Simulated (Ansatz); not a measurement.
Put MgH4 in I-4m2 (No. 119): Mg on 4f and 2b; H on 8g and 16j.

Level of theory: Ansatz 0.2.0, DFT PBE, scalar-relativistic, plane waves, PAW. Cutoff 420 eV, Γ-centred mesh, Gaussian smearing, no spin polarisation.

Energies over the elements count from the elements' standard structures at the same level (H₂ as a molecule), with no fitted energy shifts.

Problem. Which cell and coordinates does it relax to?

Solution.

Space group I-4m2 (No. 119). a = 5.779 Å, b = 5.779 Å, c = 9.200 Å, α = 90.00°, β = 90.00°, γ = 90.00°
```json
{"atom": "Mg", "site": "4f", "symmetry": "2mm.", "x": "0.5000", "y": "0.0000", "z": "0.0819"}
{"atom": "Mg", "site": "2b", "symmetry": "-4m2", "x": "0.5000", "y": "0.5000", "z": "0.0000"}
{"atom": "H", "site": "8g", "symmetry": "..2", "x": "0.2685", "y": "0.2685", "z": "0.0000"}
{"atom": "H", "site": "16j", "symmetry": "1", "x": "0.3027", "y": "0.4342", "z": "0.2600"}
```

Around Mg on a site of symmetry 2mm lie 4 H at 2.18 Å; around Mg on a site of symmetry -4m2 lie 4 H at 1.89 Å; around H on a site of symmetry 2 lie 1 Mg at 1.89 Å and 2 Mg at 2.18 Å; H on a site of symmetry 1 is surrounded by 1 H at 0.76 Å. Another local minimum with the same sites may exist.

Problem. And its energy and gap?

Solution. The formation energy is +0.100 eV/atom and the gap on the 10×10×10 mesh of the 15-atom cell is 0.05 eV. The separate elements lie lower, so it is unstable against them.

The last run used Gaussian smearing of 0.10 eV. With hydrogen, zero-point motion can shift formation energies by some tens of meV/atom. A gap this small is below the smearing, so the run can't tell it from none. A structure relaxed within its symmetry needn't be a true minimum.
